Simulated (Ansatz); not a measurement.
GaAs (started from an entry of an open crystallographic database): an Ansatz output whose functional has been blanked. The cell was relaxed with r2SCAN and then strained (isotropic +3.47 % on every length), with the atoms relaxed again with r2SCAN; k points keep the names of the unstrained zone.

```cif
data_structure
_symmetry_space_group_name_H-M 'P 1'
_symmetry_Int_Tables_number 1
_cell_length_a 4.1456
_cell_length_b 4.1456
_cell_length_c 4.1456
_cell_angle_alpha 60.000
_cell_angle_beta 60.000
_cell_angle_gamma 60.000
_cell_volume 50.38
loop_
_atom_site_label
_atom_site_type_symbol
_atom_site_fract_x
_atom_site_fract_y
_atom_site_fract_z
_atom_site_occupancy
Ga1 Ga 0.00000 0.00000 0.00000 1
As1 As 0.25000 0.25000 0.25000 1
```

```
Crystal: 2 atoms, lattice volume = 50.379 Å³
Basis set: ecut = 420 eV, 941 PW (Γ)
Bands: 18, of which v1, the nominal top of the filled ones, is band 14 counted from 1 (13 counted from 0)
Symmetry: 24 space group operations
Space group: F-43m (ITA 216)
k-points: 29 of 512 (time reversal used)
preconditioner: auto → none  [σ=0.020 eV  ℏωp=22.2 eV]
SCF 1 converged in 6 iterations: F = -8639.824823 eV  dr2 = 2.47e-8
NSCF: frozen V_eff on 6 k-points
SCF converged after 6 iterations
Free energy (F): -8639.824823 eV
Internal energy: -8639.824673 eV  (E = F + TS)
E sigma→0 (E₀):  -8639.824748 eV
Entropy (-TS):   -0.000150 eV (-0.075 meV/atom)
Fermi energy:    6.798470 eV
--- Stress (GPa, compression-positive) ---
       -3.149207       0.000000       0.000000
        0.000000      -3.149207       0.000000
        0.000000       0.000000      -3.149207
  P = ⅓ Tr σ = -3.1492 GPa (-31.492 kbar)
--- Band table (eV; the first three rows and the last of 29) ---
  k-point 0: bands = […, -7.7848, -7.7848, -5.2157, 6.5173, 6.7846, 6.7846, 6.7846, 10.4841, 10.4841, 10.4841]
  k-point 1: bands = […, -7.7849, -7.7849, -5.0610, 4.7291, 6.5865, 6.5865, 7.8883, 10.7860, 10.7860, 10.7890]
  k-point 2: bands = […, -7.7845, -7.7845, -4.6314, 2.8299, 6.2059, 6.2059, 7.8926, 11.2663, 11.2663, 12.2383]
  k-point 28: bands = […, -7.7918, -7.7818, -3.1299, 0.5932, 3.7360, 3.9239, 10.8965, 11.4433, 11.8480, 12.7774]
```

bands.tsv, columns around the gap (it counts bands from 0):
```tsv
# k_distance	band_9	band_10	band_11	band_12	band_13	band_14	band_15	band_16	band_17
# fermi_ev = 6.798470
# [0, 0, 0] at k_distance = 0.000000
# [-0.5, -0.5, 0] at k_distance = 1.071707
# [-0.375, -0.375, 0.25] at k_distance = 1.450613
# [-0.375, 0, 0.375] at k_distance = 2.106897
# [0, 0, 0.5] at k_distance = 2.763180
# [-0.5, -0.25, 0.25] at k_distance = 3.520992
# levels_relative_to = fermi_ev
0.000	-14.583	-12.014	-0.281	-0.014	-0.014	-0.014	3.686	3.686	3.686
1.072	-14.575	-9.965	-6.351	-2.330	-2.330	1.644	1.677	9.314	9.314
1.451	-14.579	-10.000	-6.197	-3.338	-1.963	1.989	4.369	7.373	7.562
2.107	-14.579	-10.000	-6.197	-3.338	-1.963	1.989	4.369	7.373	7.562
2.763	-14.581	-10.566	-6.101	-1.000	-1.000	0.703	4.578	4.578	7.590
3.521	-14.580	-9.928	-6.205	-3.062	-2.875	4.098	4.645	5.049	5.979
```
In order the rows are Γ, X, U, K, L, W.

Problem. Which level of theory was used?
A. LDA
B. PBE0
C. r2SCAN
D. PBE

Solution. D. PBE. There is no exchange loop, so no exact exchange. With PBE the gap closes, the bands meeting at Γ. The log narrows the family; the member has to be judged from the numbers.

Run as `ansatz run input.yaml --threads 4 --pin off --max-ram 5529MiB --backend cpu --events-out ev --progress --plain --runs-dir out`. Wall time 1.1 s on 4 threads of Arm Neoverse V1, with other jobs on the host; peak host memory 0.35 GiB.

No spin polarisation and no zero-point or thermal motion.

Spin-orbit coupling is left out.
